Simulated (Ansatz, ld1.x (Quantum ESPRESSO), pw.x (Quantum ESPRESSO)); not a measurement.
## pw.x on bcc S: one setting changed

Potential: norm-conserving Troullier–Martins (Kleinman–Bylander form), ld1.x (Quantum ESPRESSO) 7.5, PBE; core [Ne], reference 3s2 3p4; waves: 3s (bound): rc 1.50 bohr; 3p (bound): rc 1.80 bohr; 3d channel at 0.3 Ry: rc 1.70 bohr; local part: all-electron potential smoothed inside 1.60 bohr (lloc = -2); core correction: none.

The reference run (k-mesh 15³, cutoffs 75/300 Ry, Fermi–Dirac 0.01 Ry, mixing_beta 0.4, conv_thr 1e-9, no spin) gives 0.76 GPa at 15.679 Å³/atom, where all-electron LAPW gives 0.88 GPa. This run, with its own iteration cap, changes k-mesh points per axis to 8.

```
&control
  calculation='scf', prefix='x', pseudo_dir='./', outdir='./tmp', tstress=.true., disk_io='none'
/
&system
  ibrav=0, nat=1, ntyp=1, ecutwfc=75, ecutrho=300, nbnd=10,
  occupations='smearing', smearing='fd', degauss=0.01
/
&electrons
  conv_thr=1e-09, mixing_beta=0.4, electron_maxstep=60
/
ATOMIC_SPECIES
S 1.0 S.UPF
CELL_PARAMETERS angstrom
  -1.57671351 1.57671351 1.57671351
  1.57671351 -1.57671351 1.57671351
  1.57671351 1.57671351 -1.57671351
ATOMIC_POSITIONS crystal
S 0.0000 0.0000 0.0000
K_POINTS automatic
8 8 8 0 0 0
```

```bash
pw.x < S.scf.in > S.scf.out
```

Problem. How does the run end?

Solution. It converges in 5 iterations; the free energy moves by -47.1 meV/atom and the pressure by -0.82 GPa.

```
Message from routine setup:
     using ibrav=0 with symmetry is DISCOURAGED, use correct ibrav instead
     lattice parameter (alat)  =       5.1607  a.u.
     unit-cell volume          =     105.8071 (a.u.)^3
     number of electrons       =         6.00
     number of Kohn-Sham states=           10
     kinetic-energy cutoff     =      75.0000  Ry
     charge density cutoff     =     300.0000  Ry
     scf convergence threshold =      1.0E-09
     Exchange-correlation= PBE
     number of k points=    29  Fermi-Dirac smearing, width (Ry)=  0.0100
     iteration #  1     ecut=    75.00 Ry     beta= 0.40
     total energy              =     -20.37544917 Ry
     estimated scf accuracy    <       0.00100980 Ry
     iteration #  2     ecut=    75.00 Ry     beta= 0.40
     total energy              =     -20.37551960 Ry
     estimated scf accuracy    <       0.00030297 Ry
     iteration #  3     ecut=    75.00 Ry     beta= 0.40
     total energy              =     -20.37554485 Ry
     estimated scf accuracy    <       0.00000954 Ry
     iteration #  4     ecut=    75.00 Ry     beta= 0.40
     total energy              =     -20.37554553 Ry
     estimated scf accuracy    <       0.00000003 Ry
     iteration #  5     ecut=    75.00 Ry     beta= 0.40
     the Fermi energy is     9.1380 ev
!    total energy              =     -20.37554556 Ry
     estimated scf accuracy    <          5.4E-10 Ry
     smearing contrib. (-TS)   =      -0.00255439 Ry
     The total energy is F=E-TS. E is the sum of the following terms:
     one-electron contribution =       5.09504530 Ry
     hartree contribution      =       0.94210846 Ry
     xc contribution           =      -4.42492751 Ry
     ewald contribution        =     -21.98521742 Ry
     convergence has been achieved in   5 iterations
          total   stress  (Ry/bohr**3)                   (kbar)     P=       -0.53
     Message from routine punch:
     Nothing written, as per user request (disk_io='none')
```

The run took about 3.4 s on one core of a shared host (Neoverse-V1, 32 threads, 247 GiB, load 11).
